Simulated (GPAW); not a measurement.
## BeS: dielectric tensor with PBE

BeS:

```xyz
2
Lattice="0.0000 2.4250 2.4250 2.4250 0.0000 2.4250 2.4250 2.4250 0.0000" Properties=species:S:1:pos:R:3 pbc="T T T"
S     3.6375    3.6375    3.6375
Be    0.0000    0.0000    0.0000
```

* Program: GPAW 26.7.0
* Task: dielectric tensor
* Functional: PBE
* Potentials or basis: GPAW PAW data sets (gpaw-data 1.2.1)
* Cutoff: 600 eV
* Basis: pw
* k mesh: 8 × 8 × 8
* Occupations: fermi-dirac, width 0.001 eV
* Spin: no spin polarisation
* Response ecut: 80 eV
* Maxiter: 150
* Response k mesh: 24 × 24 × 24
* Response bands: 24
* Kernels: ["RPA", "ALDA_X", "ALDA"]
* Coarser k mesh: 17 × 17 × 17

| Item | Value |
| --- | --- |
| Band gap on the k mesh | 3.10 eV, indirect (least direct gap 5.64 eV) |
| Electronic dielectric tensor (diagonal) | 4.85 |

Electronic dielectric tensor:
```
4.85 0.00 0.00
0.00 4.85 0.00
0.00 0.00 4.85
```

Run time: 3 min on 1 thread of AMD EPYC 7R43 64-Core Processor (Zen 3) (shared host), peak memory 0.76 GiB.

Caveat: the long-wavelength limit can be off by a per cent or two. A hybrid or GW would open this gap; PBE tends to underestimate it.
